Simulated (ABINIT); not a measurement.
Crystal: CaSe.

```
CELL_PARAMETERS angstrom
0.00000 2.95600 2.95600
2.95600 0.00000 2.95600
2.95600 2.95600 0.00000
ATOMIC_POSITIONS crystal
Se 0.50000 0.50000 0.50000
Ca 0.00000 0.00000 0.00000
```

Base run:

| Item | Value |
| --- | --- |
| Program | ABINIT 10.8.3 (patched build) |
| Functional | LDA |
| Potentials or basis | JTH PAW LDA v2.0 |
| Cutoff | 517 eV |
| k mesh | 8 × 8 × 8 |
| Occupations | fermi-dirac, width 0.05 eV |
| Spin | no spin polarisation |

Its results: band gap on the k mesh 1.86 eV, indirect (least direct gap 2.81 eV); pressure -3.3 GPa.

Task: The run is repeated on the same cell with these changes: functional from LDA to PBEsol; potentials or basis from JTH PAW LDA v2.0 to PseudoDojo NC SR PBEsol v0.4.1 standard; cutoff from 517 eV to 1170 eV; valence electrons from 16 to 26. What comes out?

Result: Band gap on the k mesh 1.94 eV, indirect (least direct gap 2.88 eV); pressure -1.1 GPa.
